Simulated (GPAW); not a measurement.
A run of GPAW 26.7.0:

Contents of run.py:

```python
import numpy as np
from ase.dft.bandgap import bandgap
from ase.io import read, write
from ase.units import GPa
from gpaw import GPAW, PW
from gpaw.spinorbit import soc_eigenstates

atoms = read('POSCAR')
atoms.set_initial_magnetic_moments([1.0])

calc = GPAW(mode=PW(800),
            xc='mBEEF',
            kpts={'size': (6, 6, 6), 'gamma': True},
            occupations={'name': 'fermi-dirac', 'width': 0.05},
            nbands=24,
            convergence={'density': 1e-05, 'energy': 1e-05},
            maxiter=150,
            txt='gpaw.txt')
atoms.calc = calc
energy = atoms.get_potential_energy()
forces = atoms.get_forces()
stress = atoms.get_stress()
calc.write('gs.gpw')
write('result.traj', atoms)
print(f'Energy: {energy:.6f} eV')
print('Forces (eV/A):')
print(forces.round(4))
print('Stress (GPa):', (stress / GPa).round(3))
print('Moments:', calc.get_magnetic_moments().round(3))
print('Fermi level:', round(calc.get_fermi_level(), 4), 'eV')
print(f'Gap: {bandgap(calc)[0]:.4f} eV, direct: {bandgap(calc, direct=True)[0]:.4f} eV')

path = atoms.cell.bandpath('GHNGPH,PN', npoints=60, eps=1e-4)
bs_calc = calc.fixed_density(kpts=path, symmetry='off', nbands=35,
                             convergence={'bands': 'CBM+6.0', 'eigenstates': 1e-6}, txt='bands.txt')
bs = bs_calc.band_structure()
bs.write('bs.json')
print(f'Gap on the path: {bandgap(bs_calc)[0]:.4f} eV')

soc = soc_eigenstates(bs_calc, theta=54.7, phi=45, ignore_xc_potential=True)
np.savetxt('soc_bands.dat', soc.eigenvalues(), fmt='%.4f')
mesh = soc_eigenstates('gs.gpw', theta=54.7, phi=45, ignore_xc_potential=True)
np.savetxt('soc_mesh.dat', mesh.eigenvalues(), fmt='%.4f')
print('Fermi level with spin-orbit coupling:', round(mesh.fermi_level, 4), 'eV')
```

File POSCAR:

```
Yb
1.0
   -2.1514830000      2.1514830000      2.1514830000
    2.1514830000     -2.1514830000      2.1514830000
    2.1514830000      2.1514830000     -2.1514830000
Yb
1
Direct
    0.0000000000      0.0000000000      0.0000000000
```

Potentials or basis: GPAW PAW data sets (gpaw-data 1.2.1), pw.

Command:

```console
$ OMP_NUM_THREADS=1 python run.py
```

Hardware: 1 thread of Intel(R) Xeon(R) Platinum 8488C (Sapphire Rapids) (shared host).

Q: How long does it take, and how much memory?

A: It took 3.8 min on 1 thread of Intel(R) Xeon(R) Platinum 8488C (Sapphire Rapids) (shared host), peak memory 1.2 GiB. Counts: scf iterations 26, plane waves 2093, bands 24, k points 16.
